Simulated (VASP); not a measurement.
Se: equation of state with LDA

Se:

```
Se
1.0
     3.94594    0.00000    0.00000
    -1.97297    3.41728    0.00000
     0.00000    0.00000    5.12327
Se
3
Cartesian
  1.4670 2.5409 5.1233
  -0.5060 0.8764 3.4155
  1.0120 0.0000 1.7078
```

```json
{"Program": "VASP 6.6.1", "Task": "equation of state", "Functional": "LDA", "Potentials or basis": "VASP PAW LDA potentials, release 64 (Se)", "Cutoff": "520 eV", "k mesh": "6 × 6 × 6", "Occupations": "gaussian, width 0.02 eV", "Spin": "no spin polarisation"}
```

```
Equilibrium volume                        : 23.03 Å³/atom
Bulk modulus at fixed shape and positions : 76 GPa
Pressure derivative of the bulk modulus   : 4.4 (rough: it moves with the points fitted)
```

Energy against volume, from the lowest point:
| volume (Å³/atom) | energy (meV/atom) |
| --- | --- |
| 22.107 | 9.47 |
| 22.568 | 2.31 |
| 23.028 | 0.00 |
| 23.489 | 2.05 |
| 23.949 | 8.00 |

All runs of the series together: 2.8 min on 1 thread of Intel(R) Xeon(R) Platinum 8375C CPU @ 2.90GHz (Ice Lake), on a shared host.

Caveat: the cell was scaled at fixed shape and fractional positions, which overstates the stiffness of a crystal with free parameters, most of all of layers and chains.
